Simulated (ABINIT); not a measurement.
Runs of ABINIT 10.8.3 (patched build) on Mg. Symmetry: P6_3/mmc, No. 194, hexagonal system. The conventional cell has a = 3.209 Å, b = 3.209 Å, c = 5.210 Å, α = 90.00°, β = 90.00°, γ = 120.00°. Around Mg (site symmetry -6m2) lie 12 Mg at 3.20 to 3.21 Å. 

| task | level | potentials or basis | k mesh | cutoff (eV) | fine-grid cutoff | mesh quality | gap on the mesh (eV) | pressure (GPa) |
| --- | --- | --- | --- | --- | --- | --- | --- | --- |
| band structure | r2SCAN | JTH PAW LDA v2.0 | 10 × 10 × 5 | 490 | 979.61 eV | not flagged | none | - |
| single point | r2SCAN | JTH PAW PBE v2.0 | 13 × 13 × 6 | 490 | 979.61 eV | not flagged | none | - |
| band structure | WC | JTH PAW PBE v2.0 | 10 × 10 × 5 | 517 | 1034.03 eV | not flagged | none | -1.3 |
| single point | LDA | JTH PAW LDA v2.0 | 4 × 4 × 2 | 408 | 816.342 eV | coarse | none | - |
| band structure | PBE | PseudoDojo NC SR PBE v0.4.1 standard | 10 × 10 × 5 | 1143 | - | not flagged | none | (b) |
| band structure | PBEsol | PseudoDojo NC SR PBEsol v0.4.1 standard | 10 × 10 × 5 | 1143 | - | not flagged | none | -1.0 |
| band structure | SCAN | JTH PAW PBE v2.0 | 10 × 10 × 5 | 490 | 979.61 eV | not flagged | none | - |
| single point | r2SCAN | JTH PAW PBE v2.0 | 6 × 6 × 3 | 490 | 979.61 eV | coarse | none | - |
| band structure | BLYP | JTH PAW PBE v2.0 | 10 × 10 × 5 | 517 | 1034.03 eV | not flagged | none | 0.1 |
| band structure | PBE | SG15 NC PBE v1.2 | 10 × 10 × 5 | 1143 | - | not flagged | none | (a) |
| band structure | PBE | JTH PAW PBE v2.0 | 10 × 10 × 5 | 517 | 1034.03 eV | not flagged | none | -0.8 |

Alike in all rows: no spin polarisation; cell as given; smearing fermi-dirac 0.05 eV.

Estimate the missing entries.

(a) -0.5; (b) -0.4.

Caveats: some runs use coarse meshes; the PAW data sets were made with another functional, which shifts forces and pressure a little (some runs).

A k mesh can miss the band edges.

A gap of «none» marks a metal or a gap under the smearing width.

Not every run made on this cell is shown here.
